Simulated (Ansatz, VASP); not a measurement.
# Cross-check of Bi (ladder Bi chain) between VASP and Ansatz, part 2 of 2

Aim: how closely do two programs agree when they are given the same cell, functional and k mesh? The structure shown is the start of the Ansatz relaxation below; VASP solves that cell, so the two are compared at the walk's first step.

VASP 6.6.1 and Ansatz 0.2.0.

So far. Step 4 (Comparison): The forces differ by 3.0 meV/Å r.m.s., which is 0.2 % of the r.m.s. force of 1.520 eV/Å (both taken over all components).

### 7. Comparison

What differs besides the data sets and the points named for the pairs above, as far as they apply: the two LDA forms differ slightly; VASP's log shows a relativistic correction to its local exchange, Ansatz's none. Total energies have different zeros and are not compared.

Forces (eV/Å; atoms numbered as in POSCAR):

```
atom        Ansatz x, y, z          VASP x, y, z
 Bi1  -2.067, 0.000, 0.000  -2.114, 0.000, 0.000
 Bi2   2.067, 0.000, 0.000   2.114, 0.000, 0.000
```

The forces differ by 28 meV/Å r.m.s., which is 2.3 % of the r.m.s. force of 1.221 eV/Å (both taken over all components). Moments aren't recorded for both runs of this pair, so they may hold unlike magnetic states.

### 8. Ansatz: relaxation, PBEsol

The two programs are compared at the cell with which this relaxation starts, whose forces are those of its first step.

The structure compared here is the start of the Ansatz relaxation; VASP solves that cell, so the two are compared at the walk's first step.

Input file input.yaml:

```yaml
crystal:
  lattice:
    - [9.0, 0.0, 0.0]
    - [0.0, 7.5, 0.0]
    - [0.0, 0.0, 2.89636]
  atoms:
    - { symbol: Bi, position: [0.362524444, 0.5, 0.0], spin: 0.5 }
    - { symbol: Bi, position: [0.637475556, 0.5, 0.5], spin: 0.5 }
magnetization:
  spin_polarized: true
kpoints:
  mp_grid: { grid: [1, 1, 28] }
scf:
  occupations: { method: fermi_dirac, width: 0.05 }
hamiltonian:
  xc: pbesol
relax:
  cell: { fix: [a, b, alpha, beta, gamma] }
  max_steps: 60
```

Run with:

```console
> ansatz run input.yaml --threads 4 --pin off --max-ram 8192MiB --backend cpu --events-out ev --progress --plain --runs-dir out
```

Numbers of over 12 decimals in the logs are rounded to 6 here.

The log of the run:

```text
[...]
Crystal: 2 atoms, lattice volume = 195.504 Å³
Basis set: ecut = 420 eV, 3807 PW (Γ), exchange–correlation on 128×108×40 points (8 copies of the dense FFT grid, shifted against one another)
Bands: 20, of which v1, the nominal top of the filled ones, is band 15 counted from 1 (14 counted from 0)
Symmetry: 8 space group operations
[...]
0.000000       0.435281       0.000000
        0.000000       0.000000       0.023336
  P = ⅓ Tr σ = -0.0075 GPa (-0.075 kbar)
--- Relaxed structure (10 steps of the walk, 9 accepted, 1 SCFs on fresh bases) ---
[...]
cell:  # Å, volume = 209.8123 Å³
    - [9.0, 0.0, 0.0]
    - [0.0, 7.5, 0.0]
    - [0.0, 0.0, 3.108330]
  atoms:
    - { symbol: Bi, position: [0.350522, 0.5, 0.0] }
    - { symbol: Bi, position: [0.649478, 0.5, 0.5] }
[key lines of the parts left out:]
SCF converged after 9 iterations
Magnetization: -0.0000 μB (15.0000 up, 15.0000 down)
Free energy (F): -24482.214691 eV
Fermi energy:    0.509684 eV
```

### 9. VASP: single point, PBEsol, start cell

The same cell, functional, mesh and smearing now go to VASP, with its own data sets.

Input file INCAR:

```
SYSTEM = Bi
PREC = Accurate
ENCUT = 400
EDIFF = 1E-06
NELM = 200
ISMEAR = -1
SIGMA = 0.05
LREAL = .FALSE.
ALGO = Normal
GGA = PS
NBANDS = 22
ISPIN = 2
MAGMOM = -0 -0
LORBIT = 11
LWAVE = .FALSE.
LCHARG = .FALSE.
ISIF = 2
LASPH = .TRUE.
GGA_COMPAT = .FALSE.
KPAR = 2
```

Input file POSCAR:

```
Bi
1.0
    9.0000000000      0.0000000000      0.0000000000
    0.0000000000      7.5000000000      0.0000000000
    0.0000000000      0.0000000000      2.8963600000
Bi
2
Direct
    0.3625244444      0.5000000000      0.0000000000
    0.6374755556      0.5000000000      0.5000000000
```

Input file KPOINTS:

```
Automatic mesh
0
Gamma
1 1 28
0 0 0
```

PAW data sets: Bi_d (PBE family, release 64).

Run with:

```console
> mpirun -np 2 vasp_std
```

The log of the run:

```text
[banner, memory and clock lines left out]
running    2 mpi-ranks, on    1 nodes
[...]
|                                                                             |
|               ----> ADVICE to this user running VASP <----                  |
|                                                                             |
|     You enforced a specific xc type in the INCAR file but a different       |
|     [... a line on the potential file left out ...]
|     I HOPE YOU KNOW WHAT YOU ARE DOING!                                     |
|                                                                             |

 LDA part: xc-table for (Slater+PW92), standard interpolation
 POSCAR, INCAR and KPOINTS ok, starting setup
[...]
entering main loop
       N       E                     dE             d eps       ncg     rms          rms(c)
DAV:   1     0.253211393454E+03    0.25321E+03   -0.13438E+04  1568   0.100E+03
DAV:   2     0.131439799248E+02   -0.24007E+03   -0.23537E+03  1488   0.307E+02
DAV:   3    -0.579939435120E+01   -0.18943E+02   -0.18834E+02  1620   0.117E+02
DAV:   4    -0.641607771669E+01   -0.61668E+00   -0.61650E+00  1700   0.232E+01
[...]
DAV:  16    -0.631594867909E+01   -0.12221E-04   -0.62759E-06  1188   0.143E-02    0.127E-03
DAV:  17    -0.631595011013E+01   -0.14310E-05   -0.89518E-07  1094   0.722E-03    0.121E-03
DAV:  18    -0.631595045946E+01   -0.34932E-06   -0.17981E-07   852   0.355E-03
   1 F= -.63159505E+01 E0= -.63062594E+01  d E =-.193821E-01  mag=     0.0000
```

From OUTCAR (step 9):

```text
  Total        5.1273287      0.4964740      8.7804410      0.0000000      0.0000000      0.0000000
  in kB       42.0189724      4.0686542     71.9565936      0.0000000      0.0000000      0.0000000
  external PRESSURE =      39.3480734 kB  Pullay stress =       0.0000000 kB

 POSITION                                       TOTAL-FORCE (eV/Angst)
 -----------------------------------------------------------------------------------
      3.26272      3.75000      0.00000        -2.272370      0.000000      0.000000
      5.73728      3.75000      1.44818         2.272370      0.000000      0.000000
 -----------------------------------------------------------------------------------
    total drift:                                0.000000     -0.000000      0.000000

  FREE ENERGIE OF THE ION-ELECTRON SYSTEM (eV)
  ---------------------------------------------------
  free  energy   TOTEN  =        -6.3159504595 eV

  energy  without entropy=       -6.2965683958  energy(sigma->0) =       -6.30625943

 magnetization (x)
# of ion       s       p       d       tot
------------------------------------------
    1        0.000   0.000   0.000   0.000
    2        0.000   0.000   0.000   0.000
--------------------------------------------------
tot          0.000   0.000   0.000   0.000

[... 2 parts as in an earlier step ...]

[... 1 further part left out ...]
[key lines of the parts left out:]
E-fermi :  -0.1634
```

### 10. Differences

What differs besides the data sets and the points named for the pairs above, as far as they apply: Ansatz makes its cores anew for this functional, VASP keeps those of its PBE data sets. Total energies have different zeros and are not compared.

Forces (eV/Å; atoms numbered as in POSCAR):

```csv
atom,"Ansatz x, y, z","VASP x, y, z"
Bi1,"-2.275, 0.000, 0.000","-2.272, 0.000, 0.000"
Bi2,"2.275, 0.000, 0.000","2.272, 0.000, 0.000"
```

The forces differ by 1.4 meV/Å r.m.s., which is 0.1 % of the r.m.s. force of 1.312 eV/Å (both taken over all components). Moments aren't recorded for both runs of this pair, so they may hold unlike magnetic states.

### 11. Summary of results

* r.m.s. force difference (single point, PBE, start cell): 0.20 % of the r.m.s. force
* r.m.s. force difference (single point, LDA, start cell): 2.3 % of the r.m.s. force
* r.m.s. force difference (single point, PBEsol, start cell): 0.11 % of the r.m.s. force

In words: The r.m.s. force difference is 2.3 % of the r.m.s. force (single point, LDA, start cell), within the 3 % picked in this series as the mark of a large difference. 7 further runs of this series are not shown here. Such differences can come from data sets, numerical settings and the points named under the comparisons, not from the functional's error against experiment.

[Lines on the potential files, build, host, timing and source positions are cut from VASP's logs without a mark.]

[Logs are printed without paths, hosts, clocks, repeated set-up lines and the standing remarks that a program may print on its own settings, such as how far it seeks lower states.]

[Hosts, paths, dates, database ids (printed as entryN), source tags and the programs' standing remarks are cut or masked in the printed files.]
